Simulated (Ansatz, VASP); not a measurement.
This is a calculation of GaSb for VASP 6.6.1.

File INCAR:

```
ALGO = Normal ; EDIFF = 1E-6
ENCUT = 520 ; GGA = PS
ISIF = 2 ; ISMEAR = -1
LASPH = T ; LCHARG = F
LREAL = F ; LWAVE = F
NBANDS = 16 ; NELM = 80
PREC = Accurate ; SIGMA = 0.05
```

KPOINTS

```
k-points
0
Gamma
  10 10 10
```

Contents of POSCAR:

```
GaSb
1.0
   -1.5763757296      2.7102044447      2.9313872741
    1.5763757296     -2.7102044447      2.9313872741
    1.5763757296      2.7102044447     -2.9313872741
Sb Ga
1 1
Direct
    0.5000000000      0.5000000000      0.0000000000
    0.0000000000      0.0000000000      0.0000000000
```

Potentials or basis: VASP PAW PBE potentials, release 64 (Sb, Ga_d).

Command:

```console
$ cat potpaw_PBE.64/Sb/POTCAR potpaw_PBE.64/Ga_d/POTCAR > POTCAR
$ mpirun -np 1 vasp_std > vasp.out
```

Q: Translate it to Ansatz 0.2.0. Potentials there: all-electron LAPW, scalar-relativistic.

A: As run (the cutoff follows the program's own potentials):

input.yaml

```yaml
crystal:
  lattice:
    - [-1.5763757296, 2.7102044447, 2.9313872741]
    - [1.5763757296, -2.7102044447, 2.9313872741]
    - [1.5763757296, 2.7102044447, -2.9313872741]
  atoms:
    - { symbol: Sb, position: [0.5, 0.5, 0.0] }
    - { symbol: Ga, position: [0.0, 0.0, 0.0] }
kpoints:
  mp_grid: { grid: [10, 10, 10] }
scf:
  occupations: { method: fermi_dirac, width: 0.05 }
hamiltonian:
  xc: pbesol
  pseudopotentials: { kind: all_electron, lapw: { basis_error: 0.001 } }
output:
  forces: true
  stress: true
  eigenvalues: true
```

Potentials or basis: all-electron LAPW, scalar-relativistic.

Command:

```bash
$ ansatz run input.yaml --threads 1 --pin off --max-ram 3072MiB --backend cpu --events-out ev --progress --plain --runs-dir out
```

Both were run:

|  | VASP | Ansatz | Ansatz less VASP |
| --- | --- | --- | --- |
| gap on the k mesh at the Fermi level (eV) | none | none | - |
| pressure (GPa) | -4.9 | -4.8 | +0.09 |
| largest component of the traceless stress (GPa) | 0.84 | 0.84 | +0.001 |

A gap of «none» marks a metal or a gap that the smearing closes. Ansatz ran all-electron here, so the differences hold the error of VASP's frozen core and of both bases.

Caveats: the PAW data sets were made with another functional, which shifts forces and pressure a little (VASP). Spin-orbit coupling is left out, which matters for the levels of Sb.
